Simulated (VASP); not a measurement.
V:

```
V
1.0
    -1.51435    1.51435    1.51435
     1.51435   -1.51435    1.51435
     1.51435    1.51435   -1.51435
V
1
Direct
  0.00000 0.00000 0.00000
```

- Program: VASP 6.6.1
- Task: single point
- Functional: PBE
- Potentials or basis: VASP PAW PBE potentials, release 64 (V_sv)
- Cutoff: 520 eV
- k mesh: 12 × 12 × 12
- Occupations: fermi-dirac, width 0.05 eV
- Spin: collinear spin, ferromagnetic start
- Starting moments: [2.0] μB

On this cell: pressure -5.2 GPa; net moment 0.00 μB per cell; band gap on the k mesh none (metal or under the smearing width).

The same run follows on a disturbed copy (cell strained at random at fixed volume):

```
CELL_PARAMETERS angstrom
-1.51699 1.52013 1.57756
1.49873 -1.47807 1.51724
1.50658 1.46766 -1.53549
ATOMIC_POSITIONS crystal
V 0.01027 0.00456 0.99881
```

**Question.** What changes?

**Answer.** The energy (extrapolated to zero smearing) moves by +3.9 meV/atom; pressure -5.1 GPa; net moment 0.00 μB per cell; band gap on the k mesh none (metal or under the smearing width).

Stress tensor (GPa, compression positive):
```
-4.35  0.02  0.34
 0.02 -3.95 -0.42
 0.34 -0.42 -7.08
```
